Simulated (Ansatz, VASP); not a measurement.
## One calculation of TiB2, two programs

The input INCAR:

```
SYSTEM = TiB2
  ALGO = Normal
  EDIFF = 1E-7
  ENCUT = 520
  ISIF = 2
  ISMEAR = -1
  LASPH = .True.
  LCHARG = .False.
  LREAL = .False.
  LWAVE = .False.
  NBANDS = 16
  NELM = 100
  PREC = Accurate
  SIGMA = 0.1
```

The input KPOINTS:

```
k-points
0
Gamma
  11 11 9
  0 0 0
```

File POSCAR:

```
TiB2
1.0
    2.8830486644      0.0000000000      0.0000000000
   -1.4415243322      2.4967933837      0.0000000000
    0.0000000000      0.0000000000      2.9986484941
Ti B
1 2
Direct
    0.0000000000      0.0000000000      0.0000000000
    0.3333333333      0.6666666667      0.5000000000
    0.6666666667      0.3333333333      0.5000000000
```

Input for Ansatz:

```yaml
crystal:
  lattice:
    - [2.8830486644, 0.0, 0.0]
    - [-1.4415243322, 2.4967933837, 0.0]
    - [0.0, 0.0, 2.9986484941]
  atoms:
    - { symbol: Ti, position: [0.0, 0.0, 0.0] }
    - { symbol: B, position: [0.3333333333, 0.6666666667, 0.5] }
    - { symbol: B, position: [0.6666666667, 0.3333333333, 0.5] }
kpoints:
  mp_grid: { grid: [11, 11, 9] }
scf:
  occupations: { method: fermi_dirac, width: 0.1 }
hamiltonian:
  xc: lda
  pseudopotentials: { kind: all_electron, lapw: { basis_error: 0.001 } }
output:
  forces: true
  stress: true
  eigenvalues: true
  populations: true
```

Change from the starting cell: volume scaled by 0.88, LAPW.

Alike in both runs: task single point; functional LDA; k mesh 11 × 11 × 9; occupations fermi-dirac, width 0.1 eV; no spin polarisation.

|  | VASP | Ansatz |
| --- | --- | --- |
| version | VASP 6.6.1 | Ansatz 0.2.0 |
| potentials or method | VASP PAW LDA potentials, release 64 (Ti_sv, B) | all-electron LAPW, scalar-relativistic |
| plane-wave cutoff (eV) | 520 | see its input |

|  | VASP | Ansatz | Ansatz less VASP |
| --- | --- | --- | --- |
| pressure (GPa) | 46.1 | 45.4 | -0.69 |
| largest component of the traceless stress (GPa) | 0.08 | 0.04 | -0.042 |

Ansatz ran all-electron here, so the differences hold the error of VASP's frozen core and of both bases.

Caveats: so large a pressure means that the cell lies far from this level's equilibrium, or that cutoff or potentials fall short (VASP).
